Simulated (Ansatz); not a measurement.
**Vibrational response of MgO at -3 GPa**

Computed with Ansatz, DFT PBE, scalar-relativistic, plane waves, PAW. Cutoff 420 eV, 10×10×10 k-points (Γ-centred), fixed occupations. No spin polarisation. Phonons by linear response, acoustic sum rule imposed.

The cell, relaxed at -3 GPa:
```xyz
2
Lattice="0.0000 2.1418 2.1418 2.1418 0.0000 2.1418 2.1418 2.1418 0.0000" Properties=species:S:1:pos:R:3 pbc="T T T"
Mg    0.0000    0.0000    0.0000
O     2.1418    2.1418    2.1418
```

Q: Give the high-frequency dielectric tensor ε∞.

A:
```
3.27 0.00 0.00
0.00 3.27 0.00
0.00 0.00 3.27
```

Q: Give the Born effective charges.

A:
| atom | Z*xx | Z*yy | Z*zz | mean |
| --- | --- | --- | --- | --- |
| Mg (atom 1) | 2.01 | 2.01 | 2.01 | 2.01 |
| O (atom 2) | -2.01 | -2.01 | -2.01 | -2.01 |

Q: How large is the static dielectric tensor with the ions free to move, and what share of it is ionic?

A:
```
12.0  0.0  0.0
 0.0 12.0  0.0
 0.0  0.0 12.0
```
The ions give 73 % of its trace.

Cost: 1 run of about 0.21 core-minutes, on Arm Neoverse V1 (shared hosts).